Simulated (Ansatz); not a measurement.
Crystal: Ge.

```
Ge
1.0
     1.48805   -2.59469    0.00000
     1.48805    2.59469    0.00000
     0.00000    0.00000    4.72760
Ge
2
Cartesian
  1.4881 0.8643 1.1819
  1.4881 -0.8643 3.5457
```

This isn't the form of Ge at room conditions, which is diamond.

- Program: Ansatz 0.2.0
- Task: relaxation of cell and atoms
- Functional: BLYP
- Dispersion: D4
- Potentials or basis: Ansatz PAW
- Cutoff: 420 eV (not typed: the program's choice for these potentials)
- k mesh: 10 × 10 × 6
- Occupations: fermi-dirac, width 0.05 eV
- Spin: no spin polarisation

At the start: volume 18.25 Å³/atom.

Question: Where does the relaxation end?

Answer: It ends after 22 steps and the volume is 22.42 Å³/atom (+22.8 %); space group Cmcm (No. 63, to 0.05 Å).

The path:
| step | energy change (eV) | largest force (eV/Å) | volume (Å³) |
| --- | --- | --- | --- |
| 1 | 0.0000 | 0.0009 | 36.51 |
| 2 | -0.0575 | 0.0021 | 40.31 |
| 3 | -0.4901 | 0.0064 | 46.15 |
| 4 | -0.5114 | 0.0071 | 45.74 |
| 5 | -0.5261 | 0.0162 | 44.31 |
| 6 | -0.5458 | 0.0067 | 44.88 |
| 7 | -0.5468 | 0.0053 | 44.81 |
| 8 | -0.5471 | 0.0039 | 44.74 |
| 9 | -0.5472 | 0.0042 | 44.74 |
| 10 | -0.5476 | 0.0064 | 44.75 |
| 11 | -0.5476 | 0.0067 | 44.75 |
| 12 | -0.5476 | 0.0077 | 44.76 |
| 13 | -0.5477 | 0.0106 | 44.78 |
| 14 | -0.5483 | 0.0090 | 44.80 |
| 15 | -0.5483 | 0.0018 | 44.85 |
| 16 | -0.5484 | 0.0010 | 44.82 |
| 17 | -0.5546 | 0.0008 | 44.82 |
| 18 | -0.5546 | 0.0003 | 44.83 |
| 19 | -0.5546 | 0.0001 | 44.84 |
| 20 | -0.5546 | 0.0005 | 44.84 |
| 21 | -0.5546 | 0.0000 | 44.84 |
| 22 | -0.5546 | 0.0000 | 44.84 |

Final structure:
```
Ge
1.0
     1.57973   -2.73808    0.00000
     1.57973    2.73808    0.00000
     0.00000    0.00000    5.18281
Ge
2
Direct
  0.31874 0.68126 0.25000
  0.68126 0.31874 0.75000
```

Caveat: the volume moved by over 15 % at a fixed basis, so the end points are rough; the plane-wave basis is chosen anew once the cell has moved, so the energies of steps on either side of that aren't comparable; pairwise dispersion overbinds metals, which lowers pressure and volume; the PAW data sets come from PBE, with cores solved anew for the run's functional, which leaves a small shift of forces and pressure.
